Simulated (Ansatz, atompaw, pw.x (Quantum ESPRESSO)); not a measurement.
## Equation-of-state test of one PAW (atompaw) potential (Si (Z = 14))

atompaw 4.2.0.5 input, output lines left out:

```
Si 14
GGA-PBE scalarrelativistic loggrid 1500 logderivrange -3 5 201
3 3 0 0 0 0
3 1 2
0 0 0
c
c
v
c
v
2
2.15 1.85 1.80 1.75
y
1
n
y
3.1
n
y
0.05
n
custom polynom2 7 10 vanderbiltortho besselshape
bessel
2.15
1.35
2.15
2.15
1.95
```

Atomic tests: cutoffs needed: 8 Ry and 10 Ry (the cutoffs (Ry, on a coarse ladder) from which the occupation-weighted sum of valence levels, in a spherical-Bessel basis at the reference potential, stays within 10 and 1 mRy of its value at 400 Ry); ghost test: no extra level below or beside the all-electron valence levels (s, p, d, f tested) (spherical-Bessel basis up to 400 Ry, 20 bohr box); lowest eigenvalue of the overlap operator: 0.28 (s channel).

Crystal test: diamond Si in pw.x 7.5, no spin, 8³ k-points, Fermi–Dirac smearing 0.01 Ry, cutoffs 40/400 Ry. The reference is all-electron LAPW (Ansatz 0.2.0) with the same functional, mesh and smearing; V0 and B0 come from Birch–Murnaghan fits to the pressures at five volumes. Errors are pseudo minus all-electron; Δ is the rms difference of the E(V) curves that follow from these fits, minima aligned, over ±6 % about the mean V0. Mesh and smearing are coarse, so the numbers serve the comparison and aren't converged zero-temperature values; the lattice is a test structure that the element need not adopt.

| V (Å³/atom) | P all-electron (GPa) | P pseudo (GPa) |
| --- | --- | --- |
| 19.440 | 5.01 | 5.29 |
| 19.951 | 2.31 | 2.56 |
| 20.463 | -0.05 | 0.17 |
| 20.975 | -2.12 | -1.92 |
| 21.486 | -3.93 | -3.75 |

All-electron: a0 = 5.469 Å (V0 = 20.45 Å³/atom), B0 = 88.5 GPa.

Pseudopotential: mean pressure error (GPa): +0.23; a0 (Å): 5.474; a0 error (%): +0.08; B0 error (%): +0.1; Δ (meV/atom): 1.0.

Q: At the middle volume, how do free energy and pressure move when the wave cutoff is lowered (ecutrho held at 400 Ry)?

A:

| cutoff (Ry) | shift of F (meV/atom) | shift of P (GPa) |
| --- | --- | --- |
| 18 | +2.9 | -0.07 |
| 24 | +0.2 | -0.01 |
| 32 | +0.1 | -0.00 |

Input at the middle volume:

```
&control
  calculation='scf', prefix='x', pseudo_dir='./', outdir='./tmp', tstress=.true., disk_io='low'
/
&system
  ibrav=0, nat=2, ntyp=1, ecutwfc=40, ecutrho=400, nbnd=11,
  occupations='smearing', smearing='fd', degauss=0.01
/
&electrons
  conv_thr=1e-09, mixing_beta=0.4, electron_maxstep=70
/
ATOMIC_SPECIES
Si 1.0 Si.UPF
CELL_PARAMETERS angstrom
  0.00000000 2.73520428 2.73520428
  2.73520428 0.00000000 2.73520428
  2.73520428 2.73520428 0.00000000
ATOMIC_POSITIONS crystal
Si 0.0000 0.0000 0.0000
Si 0.2500 0.2500 0.2500
K_POINTS automatic
8 8 8 0 0 0
```

```bash
pw.x < Si.scf.in > Si.scf.out
```

Lines of the output:

```
Message from routine setup:
     using ibrav=0 with symmetry is DISCOURAGED, use correct ibrav instead
     lattice parameter (alat)  =       7.3098  a.u.
     unit-cell volume          =     276.1823 (a.u.)^3
     number of electrons       =         8.00
     number of Kohn-Sham states=           11
     kinetic-energy cutoff     =      40.0000  Ry
     charge density cutoff     =     400.0000  Ry
     scf convergence threshold =      1.0E-09
     Exchange-correlation= SLA PW PBX PBC
     number of k points=    29  Fermi-Dirac smearing, width (Ry)=  0.0100
     negative rho (up, down):  8.296E-03 0.000E+00
     iteration #  1     ecut=    40.00 Ry     beta= 0.40
     negative rho (up, down):  8.650E-03 0.000E+00
     total energy              =     -93.45365755 Ry
     estimated scf accuracy    <       0.05488279 Ry
     iteration #  2     ecut=    40.00 Ry     beta= 0.40
     negative rho (up, down):  9.210E-03 0.000E+00
     total energy              =     -93.45109960 Ry
     estimated scf accuracy    <       0.01507014 Ry
     iteration #  3     ecut=    40.00 Ry     beta= 0.40
     negative rho (up, down):  9.225E-03 0.000E+00
     total energy              =     -93.45198417 Ry
     estimated scf accuracy    <       0.00030247 Ry
     iteration #  4     ecut=    40.00 Ry     beta= 0.40
     negative rho (up, down):  9.180E-03 0.000E+00
     total energy              =     -93.45200752 Ry
     estimated scf accuracy    <       0.00000273 Ry
     iteration #  5     ecut=    40.00 Ry     beta= 0.40
     negative rho (up, down):  9.112E-03 0.000E+00
     total energy              =     -93.45200812 Ry
     estimated scf accuracy    <       0.00000015 Ry
     iteration #  6     ecut=    40.00 Ry     beta= 0.40
     negative rho (up, down):  9.102E-03 0.000E+00
     total energy              =     -93.45200814 Ry
     estimated scf accuracy    <          7.3E-09 Ry
     iteration #  7     ecut=    40.00 Ry     beta= 0.40
     negative rho (up, down):  9.102E-03 0.000E+00
     the Fermi energy is     6.3067 ev
!    total energy              =     -93.45200814 Ry
     estimated scf accuracy    <          2.5E-10 Ry
     smearing contrib. (-TS)   =      -0.00028061 Ry
     convergence has been achieved in   7 iterations
     negative rho (up, down):  9.102E-03 0.000E+00
          total   stress  (Ry/bohr**3)                   (kbar)     P=        1.70
```

The run at the middle volume (29 k-points, 7 iterations) took about 9.5 s on one core of a shared host (Intel(R) Xeon(R) Platinum 8375C CPU @ 2.90GHz, 128 threads, 992 GiB, load 32).
